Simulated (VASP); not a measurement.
# InAs (Fm-3m) in VASP: further runs

The runs below take InAs through optical spectrum, density of states, with LDA.

Program: VASP 6.6.1. These are calculated values, not measurements. Logs are shortened: lines on timing, memory, paths and dates and some standing lists are left out, and cuts for length are marked.

### 1 The structure

It takes space group Fm-3m (No. 225, cubic). The conventional cell has a = 5.755 Å, b = 5.755 Å, c = 5.755 Å, α = 90.00°, β = 90.00°, γ = 90.00°. Around In (site symmetry m-3m) lie 6 As at 2.88 Å. Around As (site symmetry m-3m) lie 6 In at 2.88 Å.

Measurements of this composition are mostly on another form, of space group No. 216.

### 2 Optical spectrum, LDA

The input, INCAR:

```
SYSTEM = InAs
  PREC = Accurate
  ENCUT = 520
  EDIFF = 1E-6
  ISMEAR = 0
  SIGMA = 0.02
  LREAL = .False.
  LASPH = .True.
  NELM = 60
  ALGO = Normal
  ISIF = 2
  LWAVE = .False.
  LCHARG = .False.
  LOPTICS = .True.
  NBANDS = 41
  NEDOS = 2000
  CSHIFT = 0.05
```

The input, KPOINTS:

```
Automatic mesh
0
Gamma
  8 8 8
  0 0 0
```

The input, POSCAR:

```
InAs
1.0
    0.0000000000      2.8773040000      2.8773040000
    2.8773040000      0.0000000000      2.8773040000
    2.8773040000      2.8773040000      0.0000000000
In As
1 1
Direct
    0.5000000000      0.5000000000      0.5000000000
    0.0000000000      0.0000000000      0.0000000000
```

Potentials or basis: VASP PAW LDA potentials, release 64 (In_d, As).

The run is started by

```console
> cat potpaw_LDA.64/In_d/POTCAR potpaw_LDA.64/As/POTCAR > POTCAR
> mpirun -np 1 vasp_std > vasp.out
```

OUTCAR:

```text
SYSTEM = InAs
   PREC = Accurate
   ENCUT = 520
   EDIFF = 1E-6
   ISMEAR = 0
   LREAL = .False.
   LASPH = .True.
   NELM = 60
   ISIF = 2

 ion  position               nearest neighbor table
   1  0.500  0.500  0.500-   2 2.88   2 2.88   2 2.88   2 2.88   2 2.88   2 2.88
   2  0.000  0.000  0.000-   1 2.88   1 2.88   1 2.88   1 2.88   1 2.88   1 2.88

  LATTYP: Found a face centered cubic cell.
 ALAT       =     5.7546080000

  Lattice vectors:

 A1 = (   0.0000000000,   2.8773040000,   2.8773040000)
 A2 = (   2.8773040000,   0.0000000000,   2.8773040000)
 A3 = (   2.8773040000,   2.8773040000,   0.0000000000)

Analysis of symmetry for initial positions (statically):
=====================================================================
 Subroutine PRICEL returns:
 Original cell was already a primitive cell.

 Routine SETGRP: Setting up the symmetry group for a
 face centered cubic supercell.

 Subroutine GETGRP returns: Found 48 space group operations
 (whereof 48 operations were pure point group operations)
 out of a pool of 48 trial point group operations.

The static configuration has the point symmetry O_h .

Analysis of symmetry for dynamics (positions and initial velocities):
=====================================================================
 Subroutine PRICEL returns:
 Original cell was already a primitive cell.

 Routine SETGRP: Setting up the symmetry group for a
 face centered cubic supercell.

 Subroutine GETGRP returns: Found 48 space group operations
 (whereof 48 operations were pure point group operations)
 out of a pool of 48 trial point group operations.

The dynamic configuration has the point symmetry O_h .

 Subroutine INISYM returns: Found 48 space group operations
 (whereof 48 operations are pure point group operations),
 and found     1 'primitive' translations

----------------------------------------------------------------------------------------

                                     Primitive cell

  volume of cell :      47.6417

  direct lattice vectors                    reciprocal lattice vectors
     0.000000000  2.877304000  2.877304000    -0.173773783  0.173773783  0.173773783
     2.877304000  0.000000000  2.877304000     0.173773783 -0.173773783  0.173773783
     2.877304000  2.877304000  0.000000000     0.173773783  0.173773783 -0.173773783

  length of vectors
     4.069122340  4.069122340  4.069122340     0.300985021  0.300985021  0.300985021

  position of ions in fractional coordinates (direct lattice)
     0.500000000  0.500000000  0.500000000
     0.000000000  0.000000000  0.000000000

  ion indices of the primitive-cell ions
   primitive index   ion index
                 1           1
                 2           2

----------------------------------------------------------------------------------------

 KPOINTS: Automatic mesh

Automatic generation of k-mesh.
 Grid dimensions read from file:
 generate k-points for:    8    8    8

 Generating k-lattice:

  Cartesian coordinates                     Fractional coordinates (reciprocal lattice)
    -0.021721723  0.021721723  0.021721723     0.125000000  0.000000000  0.000000000
[... 74 lines left out ...]
   ISMEAR =     0;   SIGMA  =   0.02  broadening in eV -4-tet -1-fermi 0-gaus
   EFERMI_NEDOS =   21; number of points for ismear=-14 and -15
   IALGO  =     38    algorithm
   IMIX   =      4    mixing-type and parameters
     AMIX     =   0.40;   BMIX     =  1.00
     AMIX_MAG =   1.60;   BMIX_MAG =  1.00
  volume/ion in A,a.u.               =      23.82       160.75
  Fermi-wavevector in a.u.,A,eV,Ry     =   1.183505  2.236499 19.057448  1.400683
  Thomas-Fermi vector in A             =   2.319738
   LORBIT       =      0    0 simple, 1 ext, 2 COOP (PROOUT), +10 PAW based schemes
   GGA     = CA    functional components
   LHFCALC =     F    Hartree Fock is set to
   AEXX    =    0.0000 exact exchange contribution
   IVDW    =     0    specifies the selected vdW correction
   LEPSILON=     F    determine dielectric tensor
   LRPA    =     F    only Hartree local field effects (RPA)
 non-spin polarized calculation
 Gauss-broadening in eV      SIGMA  =   0.02
  energy-cutoff  :      520.00
  volume of cell :       47.64
 maximum number of plane-waves:      1303
   NGX = 15   NGY = 15   NGZ = 15

 number of electron      18.0000002 magnetization

 Free energy of the ion-electron system (eV)
  ---------------------------------------------------
  ext. energy  EPLUGINS =         0.00000000
  ---------------------------------------------------
  free energy    TOTEN  =        -8.69953132 eV

  energy without entropy =       -8.69932801  energy(sigma->0) =       -8.69942967

 E-fermi :   5.7885     XC(G=0): -10.3370

 val. band max:        5.6870700526   @ k =  -0.2500   0.2500   0.0000
 cond. band min:       5.8080887926   @ k =  -0.3750   0.1250   0.0000
 fundamental gap:      0.1210187400
 Fermi energy:         5.7885293958

 k-point     1 :       0.0000    0.0000    0.0000
  band No.  band energies     occupation
      1      -8.4656      2.00000
      2      -8.4656      2.00000
      3      -8.4413      2.00000
      4      -8.4413      2.00000
      5      -8.4413      2.00000
      6      -6.3721      2.00000
[... 565 lines left out ...]
     20      23.5405      0.00000
     21      23.9925      0.00000

 [... further k-points ...]

 [bands above 21 left out]

------------------------ aborting loop because EDIFF is reached ----------------------------------------

  FORCE on cell =-STRESS in cart. coord.  units (eV):
  Direction    XX          YY          ZZ          XY          YZ          ZX
  --------------------------------------------------------------------------------------
  -------------------------------------------------------------------------------------
  Total       -1.4760721     -1.4760721     -1.4760721      0.0000000      0.0000000      0.0000000
  in kB      -49.6399026    -49.6399026    -49.6399026      0.0000000      0.0000000      0.0000000
  external PRESSURE =     -49.6399026 kB  Pullay stress =       0.0000000 kB

 VOLUME and BASIS-vectors are now :
 -----------------------------------------------------------------------------
  energy-cutoff  :      520.00
  volume of cell :       47.64
      direct lattice vectors                 reciprocal lattice vectors
     0.000000000  2.877304000  2.877304000    -0.173773783  0.173773783  0.173773783
     2.877304000  0.000000000  2.877304000     0.173773783 -0.173773783  0.173773783
     2.877304000  2.877304000  0.000000000     0.173773783  0.173773783 -0.173773783

 POSITION                                       TOTAL-FORCE (eV/Angst)
 -----------------------------------------------------------------------------------
      2.87730      2.87730      2.87730         0.000000     -0.000000     -0.000000
      0.00000      0.00000      0.00000        -0.000000      0.000000      0.000000
 -----------------------------------------------------------------------------------
    total drift:                                0.000000      0.000000      0.000000

  FREE ENERGIE OF THE ION-ELECTRON SYSTEM (eV)
  ---------------------------------------------------
  free  energy   TOTEN  =        -8.6995313179 eV

  energy  without entropy=       -8.6993280126  energy(sigma->0) =       -8.69942967

 electrical conductivity sigma (Mega S m-1) (frequency dependency in vasprun.xml)
  --------------------------------------------------------------------------------------
       0.024       0.000       0.000
       0.000       0.024       0.000
       0.000       0.000       0.024

  frequency dependent IMAGINARY DIELECTRIC FUNCTION (independent particle, no local field effects) density-density
     E(ev)      X         Y         Z        XY        YZ        ZX
  --------------------------------------------------------------------------------------------------------------
     0.00000     0.00000     0.00000     0.00000     0.00000     0.00000     0.00000
     0.63026     0.62820     0.62820     0.62820    -0.00000    -0.00000     0.00000
     1.26052    17.57495    17.57495    17.57495    -0.00000    -0.00000     0.00000
     1.89078    23.25981    23.25981    23.25981    -0.00000    -0.00000    -0.00000
     2.52105    19.29280    19.29280    19.29280     0.00000     0.00000     0.00000
     3.15131     3.61909     3.61909     3.61909    -0.00000    -0.00000    -0.00000
[... 92 lines left out ...]
    61.76561     0.00027     0.00027     0.00027    -0.00000     0.00000     0.00000
    62.39587     0.00026     0.00026     0.00026    -0.00000     0.00000     0.00000

  frequency dependent      REAL DIELECTRIC FUNCTION (independent particle, no local field effects) density-density
     E(ev)        X           Y           Z          XY          YZ          ZX
  --------------------------------------------------------------------------------------------------------------
     0.00000    25.02149    25.02149    25.02149    -0.00000    -0.00000     0.00000
     0.63026    28.35022    28.35022    28.35022    -0.00000    -0.00000     0.00000
     1.26052    59.38226    59.38226    59.38226    -0.00000    -0.00000     0.00000
     1.89078    11.82849    11.82849    11.82849     0.00000     0.00000    -0.00000
     2.52105   -21.07109   -21.07109   -21.07109     0.00000     0.00000    -0.00000
     3.15131   -10.17792   -10.17792   -10.17792     0.00000     0.00000     0.00000
[... 92 lines left out ...]
    61.76561     0.88755     0.88755     0.88755     0.00000     0.00000    -0.00000
    62.39587     0.89089     0.89089     0.89089     0.00000     0.00000    -0.00000

  frequency dependent IMAGINARY DIELECTRIC FUNCTION (independent particle, no local field effects) current-current
     E(ev)      X         Y         Z        XY        YZ        ZX
  --------------------------------------------------------------------------------------------------------------
     0.00000    76.24101    76.24101    76.24101    -0.00000    -0.00000    -0.00000
     0.63026     4.96625     4.96625     4.96625    -0.00000    -0.00000    -0.00000
     1.26052    22.30628    22.30628    22.30628     0.00000     0.00000    -0.00000
     1.89078    23.85364    23.85364    23.85364     0.00000     0.00000    -0.00000
     2.52105    18.36271    18.36271    18.36271     0.00000     0.00000     0.00000
     3.15131     3.25945     3.25945     3.25945     0.00000     0.00000     0.00000
[... 92 lines left out ...]
    61.76561     0.00009     0.00009     0.00009    -0.00000    -0.00000     0.00000
    62.39587     0.00008     0.00008     0.00008    -0.00000    -0.00000     0.00000

  frequency dependent      REAL DIELECTRIC FUNCTION (independent particle, no local field effects) current-current
     E(ev)        X           Y           Z          XY          YZ          ZX
  --------------------------------------------------------------------------------------------------------------
     0.00000    24.94729    24.94729    24.94729    -0.00000    -0.00000    -0.00000
     0.63026    28.24084    28.24084    28.24084    -0.00000    -0.00000    -0.00000
     1.26052    57.98233    57.98233    57.98233    -0.00000    -0.00000    -0.00000
     1.89078    10.70632    10.70632    10.70632     0.00000     0.00000    -0.00000
     2.52105   -21.82654   -21.82654   -21.82654     0.00000     0.00000    -0.00000
     3.15131   -10.27575   -10.27575   -10.27575    -0.00000     0.00000     0.00000
[... 92 lines left out ...]
    61.76561     0.88756     0.88756     0.88756     0.00000     0.00000    -0.00000
    62.39587     0.89091     0.89091     0.89091     0.00000     0.00000    -0.00000
```

It took 65 s on 1 thread of Intel Xeon Platinum 8488C (Sapphire Rapids), shared host; peak memory 0.2 GiB.

Results:

```yaml
Free_energy: -8.6995 eV
Pressure: -5.0 GPa
Band_gap_on_the_k_mesh: none (metal or under the smearing width)
```

Dielectric function (mean over the directions given):
| energy (eV) | real part | imaginary part |
| --- | --- | --- |
| 0.28 | 25.61 | 0.22 |
| 0.76 | 30.24 | 0.90 |
| 1.23 | 55.01 | 11.00 |
| 1.80 | -20.71 | 36.89 |
| 2.27 | -26.89 | 14.38 |
| 2.74 | -7.08 | 14.13 |
| 3.31 | -5.66 | 3.06 |
| 3.78 | -3.92 | 2.90 |
| 4.25 | 1.26 | 3.36 |
| 4.82 | -5.53 | 11.97 |
| 5.29 | -3.09 | 1.58 |
| 5.77 | -0.07 | 3.84 |
| 6.33 | 1.54 | 5.70 |
| 6.81 | -2.52 | 2.08 |
| 7.28 | 0.46 | 2.07 |
| 7.85 | -0.64 | 1.95 |
| 8.32 | -1.83 | 1.15 |
| 8.79 | -1.68 | 2.12 |
| 9.36 | -0.83 | 1.26 |
| 9.83 | -0.56 | 0.71 |
| 10.30 | -0.72 | 0.83 |
| 10.87 | -0.59 | 0.87 |
| 11.34 | -0.25 | 0.82 |
| 11.82 | -0.13 | 0.90 |
| 12.38 | -0.28 | 0.51 |
| 12.86 | -0.01 | 0.24 |
| 13.33 | -0.06 | 0.51 |
| 13.90 | 0.10 | 0.20 |
| 14.37 | 0.18 | 0.47 |
| 14.84 | 0.33 | 0.24 |
| 15.41 | 0.42 | 0.21 |
| 15.88 | 0.60 | 0.49 |
| 16.36 | 0.46 | 0.32 |
| 16.92 | 0.59 | 0.11 |
| 17.40 | 0.64 | 0.42 |
| 17.87 | 0.70 | 0.82 |
| 18.44 | 0.52 | 0.36 |
| 18.91 | 0.70 | 0.56 |
| 19.38 | 0.49 | 0.26 |
| 19.95 | 0.78 | 0.47 |

Caveat: spectra need much finer meshes, so this one isn't converged; independent-particle spectra lack excitons; the intraband (Drude) part of a metal's response may be missing.

(Continued in part 2 of 2.)
